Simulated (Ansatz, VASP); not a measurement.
**SiC in VASP and in Ansatz**

The input INCAR:

```
PREC = Accurate ; ENCUT = 520
EDIFF = 1E-7 ; ISMEAR = 0
SIGMA = 0.05 ; LREAL = F
LASPH = T ; NELM = 60
ALGO = Normal ; ISIF = 2
LWAVE = F ; LCHARG = F
GGA = PS ; NBANDS = 11
```

The input KPOINTS:

```
regular mesh
0
Gamma
  12 12 12
```

File POSCAR:

```
SiC
1.0
    0.0000000000      2.1916784324      2.1916784324
    2.1916784324      0.0000000000      2.1916784324
    2.0791722729      2.0791722729      0.1125061595
Si C
1 1
Direct
    0.0000000000      0.0000000000      0.0000000000
    0.7500000000      0.7500000000      0.7500000000
```

Input for Ansatz:

```yaml
crystal:
  lattice:
    - [0.0, 2.1916784324, 2.1916784324]
    - [2.1916784324, 0.0, 2.1916784324]
    - [2.0791722729, 2.0791722729, 0.1125061595]
  atoms:
    - { symbol: Si, position: [0.0, 0.0, 0.0] }
    - { symbol: C, position: [0.75, 0.75, 0.75] }
basis:
  ecutwfc: 520.0
kpoints:
  mp_grid: { grid: [12, 12, 12] }
hamiltonian:
  xc: pbesol
  pseudopotentials: { kind: paw, azcp: { folder: soft_1 } }
scf:
  occupations: { method: gaussian, width: 0.05 }
output:
  forces: true
  stress: true
  eigenvalues: true
  write_density: true
  write_potential: true
  elf: true
  volumetric_format: npy
```

Alike in both runs: task single point; functional PBEsol; k mesh 12 × 12 × 12; occupations gaussian, width 0.05 eV; no spin polarisation.

|  | VASP | Ansatz |
| --- | --- | --- |
| version | VASP 6.6.1 | Ansatz 0.2.0 |
| potentials or method | VASP PAW PBE potentials, release 64 (Si, C) | scalar-relativistic, plane waves, PAW |
| plane-wave cutoff (eV) | 520 | 520 |
| valence electrons in the cell | 8 | 8 |

VASP gave:

* gap on the k mesh at the Fermi level (eV): 0.79
* least direct gap on the mesh (eV): 3.88
* pressure (GPa): 18.2
* largest component of the traceless stress (GPa): 18.43
* rms of the force components (eV/Å): 0.880

**Question.** Estimate Ansatz's values.

**Answer.** gap on the k mesh at the Fermi level (eV): 0.81; least direct gap on the mesh (eV): 3.90; pressure (GPa): 17.8; largest component of the traceless stress (GPa): 18.31; rms of the force components (eV/Å): 0.874.

Atom by atom the forces differ by 0.006 eV/Å (rms over components). Ansatz warned: «pseudo_functional_mismatch».

Caveats: so large a pressure means that the cell lies far from this level's equilibrium, or that cutoff or potentials fall short (VASP); the potentials were made for another functional, which shifts forces and pressure (VASP). A k mesh can miss the band edges.
